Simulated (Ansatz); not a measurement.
All numbers below come from DFT, PBEsol, plane waves (420 eV) with PAW, scalar-relativistic in Ansatz 0.2.0. (PAW data from PBE, frozen cores regenerated.)

An element in the bcc structure gives this curve. The cell is scaled uniformly from the relaxed one, with fractional coordinates and shape fixed. Energies are extrapolated to zero smearing, pressures are those at the given smearing. Magnetic state: spin not included.

| V (Å³/atom) | E − E₀ (meV/atom) | P (GPa) |
| --- | --- | --- |
| 19.290 | 98.3 | 14.24 |
| 20.167 | 38.5 | 8.53 |
| 21.044 | 7.5 | 3.77 |
| 21.921 | 0.4 | -0.21 |
| 22.797 | 13.2 | -3.57 |
| 23.674 | 42.8 | -6.42 |
| 24.551 | 86.8 | -8.84 |

Q: Which element is it?
A. zirconium
B. lithium
C. mercury
D. scandium

A: A. Its fit is V₀ = 21.77 Å³/atom, B₀ = 94 GPa, B₀′ = 3.4.
